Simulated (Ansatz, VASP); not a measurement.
# CdS (Hawleyite) in VASP and in Ansatz

File INCAR:

```
SYSTEM = CdS
  PREC = Accurate
  ENCUT = 520
  EDIFF = 1E-6
  ISMEAR = 0
  SIGMA = 0.01
  LREAL = .False.
  LASPH = .True.
  NELM = 80
  ALGO = Normal
  ISIF = 2
  LWAVE = .False.
  LCHARG = .False.
  GGA = PE
  NBANDS = 16
```

KPOINTS

```
regular mesh
0
Gamma
  4 4 4
  0 0 0
```

The input POSCAR:

```
CdS
1.0
   -0.0855900000      2.8337100000      2.9526500000
    2.8421600000     -0.0357600000      2.9028100000
    2.8603000000      2.8020200000     -0.0539000000
Cd S
1 1
Direct
    0.0044100000      0.0085800000      0.9974700000
    0.2381222228      0.2550793501      0.2429812282
```

Input for Ansatz:

```yaml
crystal:
  lattice:
    - [-0.08559, 2.83371, 2.95265]
    - [2.84216, -0.03576, 2.90281]
    - [2.8603, 2.80202, -0.0539]
  atoms:
    - { symbol: Cd, position: [0.00441, 0.00858, 0.99747] }
    - { symbol: S, position: [0.23812222276321104, 0.25507935006329785, 0.2429812281824986] }
basis:
  ecutwfc: 540.0
  xc_grid: 2
kpoints:
  mp_grid:
    grid: [4, 4, 4]
hamiltonian:
  xc: pbe
scf:
  convergence:
    dr2_threshold: 1.0e-09
  occupations:
    method: fixed
output:
  forces: true
  stress: true
```

Alike in both runs: task single point; functional PBE; k mesh 4 × 4 × 4; no spin polarisation.

|  | VASP | Ansatz |
| --- | --- | --- |
| version | VASP 6.6.1 | Ansatz 0.2.0 |
| potentials or method | VASP PAW PBE potentials, release 64 (Cd, S) | plane waves, PAW |
| plane-wave cutoff (eV) | 520 | 540 |
| occupations | gaussian, width 0.01 eV | fixed |
| valence electrons in the cell | 18 | 26 |

|  | VASP | Ansatz | Ansatz less VASP |
| --- | --- | --- | --- |
| pressure (GPa) | 5.8 | 5.4 | -0.42 |
| largest component of the traceless stress (GPa) | 3.94 | 3.84 | -0.104 |
| rms of the force components (eV/Å) | 0.565 | 0.549 | -0.0162 |

Atom by atom the forces differ by 0.016 eV/Å (rms over components). The two sets of potentials don't hold the same shells in valence. Ansatz warned: «stress_scf_threshold_loose».

Caveats: the k mesh is coarse (spacing up to 0.47 Å⁻¹), so the values aren't converged.
